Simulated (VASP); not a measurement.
# C₂H₂O: training a force field on the fly

C₂H₂O, molecule in box, 5 atoms in the cell. PBE, machine-learned force field trained on the fly; PAW potentials C, O, H (PBE set).

## Input

INCAR.step1:
```
PREC = Normal
ENCUT = 400
EDIFF = 1E-5
LREAL = False
ALGO = Fast
NELMIN = 4
NELM = 100
ISYM = 0
ISMEAR = 0
SIGMA = 0.05
LWAVE = False
LCHARG = False
IBRION = 0
ISIF = 2
TEBEG = 300
POTIM = 0.7
RANDOM_SEED = 733690 0 0
MDALGO = 1
ANDERSEN_PROB = 0.1
NSW = 160
ML_LMLFF = True
ML_MODE = train
ML_CTIFOR = 1E-6
ML_WTSIF = 1E-10
ML_NMDINT = 1
ML_ICRITERIA = 0
```

INCAR.step2:
```
PREC = Normal
ENCUT = 400
EDIFF = 1E-5
LREAL = False
ALGO = Fast
NELMIN = 4
NELM = 100
ISYM = 0
ISMEAR = 0
SIGMA = 0.05
LWAVE = False
LCHARG = False
IBRION = 0
ISIF = 2
TEBEG = 180
POTIM = 0.7
RANDOM_SEED = 161133 0 0
MDALGO = 3
LANGEVIN_GAMMA = 10 10 10
NSW = 2000
TEEND = 375
ML_LMLFF = True
ML_MODE = train
ML_CTIFOR = 0.02
ML_WTSIF = 1E-10
ML_NMDINT = 2
```

INCAR.step3:
```
PREC = Normal
ENCUT = 400
EDIFF = 1E-5
LREAL = False
ALGO = Fast
NELMIN = 4
NELM = 100
ISYM = 0
ISMEAR = 0
SIGMA = 0.05
LWAVE = False
LCHARG = False
ML_LMLFF = True
ML_MODE = refit
ML_WTSIF = 1E-10
```

INCAR.step4:
```
PREC = Normal
ENCUT = 400
ISYM = 0
ISMEAR = 0
SIGMA = 0.05
LWAVE = False
LCHARG = False
ML_LMLFF = True
ML_MODE = run
NWRITE = 2
IBRION = -1
NSW = 0
```

INCAR.step5:
```
PREC = Normal
ENCUT = 400
EDIFF = 1E-5
LREAL = False
ALGO = Fast
NELMIN = 4
NELM = 100
ISYM = 0
ISMEAR = 0
SIGMA = 0.05
LWAVE = False
LCHARG = False
```

INCAR.step6:
```
PREC = Normal
ENCUT = 400
ISYM = 0
ISMEAR = 0
SIGMA = 0.05
LWAVE = False
LCHARG = False
ML_LMLFF = True
ML_MODE = run
NWRITE = 0
IBRION = 2
NSW = 300
EDIFFG = -2E-4
ISIF = 2
```

KPOINTS:
```
k-points
0
Gamma
  1 1 1
```

POSCAR.step1:
```
H2C2O
1.0
    9.0000000000      0.0000000000      0.0000000000
    0.0000000000      8.5000000000      0.0000000000
    0.0000000000      0.0000000000      8.0000000000
C O H
2 1 2
Direct
    0.4528611100      0.5155058800      0.4540625000
    0.5525388900      0.4321176500      0.5332124900
    0.6407277800      0.3583294100      0.6032375000
    0.3592722200      0.4571176500      0.3967625000
    0.4654499900      0.6416705900      0.4470500000
```

Commands (each step's output is kept before the next begins):
```
cat potpaw_PBE.64/C/POTCAR potpaw_PBE.64/O/POTCAR potpaw_PBE.64/H/POTCAR > POTCAR
cp INCAR.step1 INCAR
cp POSCAR.step1 POSCAR
mpirun -np 4 vasp_gam > vasp.out
cp ML_ABN ../ML_AB
cp CONTCAR POSCAR
cp ../ML_AB ML_AB
cp INCAR.step2 INCAR
mpirun -np 4 vasp_gam > vasp.out
cp ML_ABN ../ML_AB
cp CONTCAR POSCAR
cp ../ML_AB ML_AB
cp INCAR.step3 INCAR
mpirun -np 4 vasp_gam > vasp.out
cp ML_FFN ../ML_FF
cp ../ML_FF ML_FF
rm ML_AB
cp INCAR.step4 INCAR
mpirun -np 4 vasp_gam > vasp.out
cp INCAR.step5 INCAR
mpirun -np 4 vasp_gam > vasp.out
cp INCAR.step6 INCAR
mpirun -np 4 vasp_gam > vasp.out
cp CONTCAR ../POSCAR.min
cp CONTCAR POSCAR
cp INCAR.step5 INCAR
mpirun -np 4 vasp_gam > vasp.out
cp INCAR.step4 INCAR
mpirun -np 4 vasp_gam > vasp.out
```

## Result

- Force error of the fit (eV/Å): 0.008
- Energy error of the fit (eV/atom): 0.0001

The training runs are MD at 180 to 375 K, 1.5 ps in all.

Between the relaxed minimum and a frame of the training run, the force field gives 0.133 eV and DFT 0.132 eV.

ML_LOGFILE.step1:
```
# STATUS This line describes the overall status of each step.
# STATUS
# STATUS nstep ..... MD time step or input structure counter
# STATUS state ..... One-word description of step action
# STATUS             - "accurate"  (1) : Errors are low, force field is used
# STATUS             - "threshold" (2) : Errors exceeded threshold, structure is sampled from ab initio
# STATUS             - "learning"  (3) : Stored configurations are used for training force field
# STATUS             - "critical"  (4) : Errors are high, ab initio sampling and learning is enforced
# STATUS             - "predict"   (5) : Force field is used in prediction mode only, no error checking
# STATUS             - "predfast"  (6) : Prediction mode only, no error checking, no error estimates
# STATUS             - "interval"  (7) : Errors exceeded threshold, but too close to last sampling (ML_NMDINT)
# STATUS is ........ Integer representation of above one-word description (integer in parenthesis)
# STATUS doabin .... Perform ab initio calculation (T/F)
# STATUS iff ....... Force field available (T/F, False after startup hints to possible convergence problems)
[... 34 lines left out ...]
BEEF                  157   1.06540040E-05   6.57451786E-03   3.18178687E-03   1.00000000E-06   5.60969737E-02   3.82438435E-02
BEEF                  158   9.82291966E-06   5.64709812E-03   2.77559886E-03   1.00000000E-06   5.49931508E-02   3.72746733E-02
BEEF                  159   9.02882308E-06   4.81106972E-03   2.43569109E-03   1.00000000E-06   5.39269497E-02   3.64050094E-02
BEEF                  160   7.94734632E-06   4.05424937E-03   2.08153624E-03   1.00000000E-06   5.12546282E-02   3.46844203E-02
ERR                   157   1.27724482E-04   1.51481063E-02   1.99404418E+00
ERR                   158   1.27261935E-04   1.51058429E-02   1.99883001E+00
ERR                   159   1.28554080E-04   1.52749219E-02   1.99342630E+00
ERR                   160   1.23671545E-04   1.50710950E-02   2.02257391E+00
```

ML_LOGFILE.step2:
```
# STATUS This line describes the overall status of each step.
# STATUS
# STATUS nstep ..... MD time step or input structure counter
# STATUS state ..... One-word description of step action
# STATUS             - "accurate"  (1) : Errors are low, force field is used
# STATUS             - "threshold" (2) : Errors exceeded threshold, structure is sampled from ab initio
# STATUS             - "learning"  (3) : Stored configurations are used for training force field
# STATUS             - "critical"  (4) : Errors are high, ab initio sampling and learning is enforced
# STATUS             - "predict"   (5) : Force field is used in prediction mode only, no error checking
# STATUS             - "predfast"  (6) : Prediction mode only, no error checking, no error estimates
# STATUS             - "interval"  (7) : Errors exceeded threshold, but too close to last sampling (ML_NMDINT)
# STATUS is ........ Integer representation of above one-word description (integer in parenthesis)
# STATUS doabin .... Perform ab initio calculation (T/F)
# STATUS iff ....... Force field available (T/F, False after startup hints to possible convergence problems)
[... 34 lines left out ...]
BEEF                 1997   2.22626421E-05   7.71971971E-03   3.76589413E-03   2.00000000E-02   5.87926501E-02   3.44651981E-02
BEEF                 1998   2.25876803E-05   7.81145076E-03   3.76780743E-03   2.00000000E-02   5.96986620E-02   3.48855667E-02
BEEF                 1999   2.22530140E-05   7.25715104E-03   3.54443679E-03   2.00000000E-02   6.03237359E-02   3.49654235E-02
BEEF                 2000   2.16767790E-05   6.27149336E-03   3.20990194E-03   2.00000000E-02   6.14971302E-02   3.54087924E-02
ERR                   449   1.52201609E-04   1.64008964E-02   2.12937524E+00
ERR                   465   1.72140734E-04   1.71087657E-02   2.06815471E+00
ERR                  1714   1.76044198E-04   1.71778584E-02   2.13715782E+00
ERR                  2000   1.77615892E-04   1.75679024E-02   2.15764483E+00
```

ML_LOGFILE.step3:
```
# STATUS This line describes the overall status of each step.
# STATUS
# STATUS nstep ..... MD time step or input structure counter
# STATUS state ..... One-word description of step action
# STATUS             - "accurate"  (1) : Errors are low, force field is used
# STATUS             - "threshold" (2) : Errors exceeded threshold, structure is sampled from ab initio
# STATUS             - "learning"  (3) : Stored configurations are used for training force field
# STATUS             - "critical"  (4) : Errors are high, ab initio sampling and learning is enforced
# STATUS             - "predict"   (5) : Force field is used in prediction mode only, no error checking
# STATUS             - "predfast"  (6) : Prediction mode only, no error checking, no error estimates
# STATUS             - "interval"  (7) : Errors exceeded threshold, but too close to last sampling (ML_NMDINT)
# STATUS is ........ Integer representation of above one-word description (integer in parenthesis)
# STATUS doabin .... Perform ab initio calculation (T/F)
# STATUS iff ....... Force field available (T/F, False after startup hints to possible convergence problems)
[... 20 lines left out ...]
# BEEF bee_ave_stress ... Bayesian error estimate of stresses (average) (kB)
# BEEF              nstep       bee_energy    bee_max_force    bee_ave_force        threshold   bee_max_stress   bee_ave_stress
# BEEF                  2                3                4                5                6                7                8
# SPRSC This line shows the results of sparsification regarding the number
# SPRSC of reference structures and local reference configurations.
# SPRSC
STATUS                  0  learning  3      T      F         0         0
STATUS                  1  accurate  1      F      T         1         1
SPRSC                   0       182       182 C        105       105 O         44        44 H         98        98
ERR                     0   7.07723688E-05   7.66933811E-03   1.98721587E+00
```

Limits: the nuclei move classically.

VASP 6.6.1 took 266 s on 4 cores (Intel Xeon Platinum 8488C (Sapphire Rapids)), a shared host.
